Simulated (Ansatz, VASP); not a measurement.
Ga in VASP and in Ansatz

```
Ga
1.0
     2.50340    0.00000    0.00000
     0.00000    2.50340    0.00000
     0.00000    0.00000    2.50340
Ga
1
Direct
  0.00000 0.00000 0.00000
```

Change from the starting cell: volume scaled by 0.78, LAPW.

Alike in both runs: task single point; functional PBE; k mesh 14 × 14 × 14; occupations fermi-dirac, width 0.05 eV; no spin polarisation.

|  | VASP | Ansatz |
| --- | --- | --- |
| version | VASP 6.6.1 | Ansatz 0.2.0 |
| potentials or method | VASP PAW PBE potentials, release 64 (Ga_d), cutoff 520 eV | all-electron LAPW, scalar-relativistic |

Ansatz gave:

* pressure (GPa): 21.4

Question: Which values does VASP return?

Answer: Pressure (GPa): 21.6.

Ansatz ran all-electron here, so the differences hold the error of VASP's frozen core and of both bases.

Caveats: so large a pressure means that the cell lies far from this level's equilibrium, or that cutoff or potentials fall short (VASP).
